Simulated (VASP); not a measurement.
Input of a VASP 6.6.1 run:

File INCAR:

```
  PREC = Accurate
  ENCUT = 520
  EDIFF = 1E-7
  ISMEAR = 0
  SIGMA = 0.02
  LREAL = F
  LASPH = T
  NELM = 80
  ALGO = Normal
  ISIF = 3
  LWAVE = F
  LCHARG = F
  GGA = PS
  IVDW = 12
  IBRION = 2
  NSW = 80
  EDIFFG = -0.002
  KPAR = 4
```

File KPOINTS:

```
Automatic mesh
0
Gamma
  6 6 6
```

File POSCAR:

```
WS2
1.0
    1.5790000000      0.9116360800      6.1633333300
   -1.5790000000      0.9116360800      6.1633333300
    0.0000000000     -1.8232721500      6.1633333300
W S
1 2
Direct
    0.0000000000      0.0000000000      0.0000000000
    0.2497000000      0.2497000000      0.2497000000
    0.4190000000      0.4190000000      0.4190000000
```

Potentials or basis: VASP PAW PBE potentials, release 64 (W_sv, S).

The run is started by

```bash
$ cat potpaw_PBE.64/W_sv/POTCAR potpaw_PBE.64/S/POTCAR > POTCAR
$ mpirun -np 4 vasp_std > vasp.out
```

Problem. Predict the space group after relaxing (to 0.05 Å).

Solution. R3m (No. 160).

Problem. Predict the relaxed cell.

Solution. a = 6.115 Å, b = 6.115 Å, c = 6.115 Å, α = 29.57°, β = 29.57°, γ = 29.57°.

Problem. Predict the relaxed volume.

Solution. 16.43 Å³/atom.

Problem. Predict the band gap on the k mesh.

Solution. 0.72 eV, indirect (least direct gap 2.03 eV).

Final structure:
```
W S
1.0
     1.56034    0.90086    5.84333
    -1.56034    0.90086    5.84333
     0.00000   -1.80172    5.84333
W S
1 2
Direct
  0.00064 0.00064 0.00064
  0.24449 0.24449 0.24449
  0.42358 0.42358 0.42358
```

Caveat: the PAW data sets were made with another functional, which shifts forces and pressure a little; spin-orbit coupling is left out, which moves the levels of the heavy elements. Expect the measured gap to be larger: semilocal functionals such as PBEsol lack the derivative discontinuity.
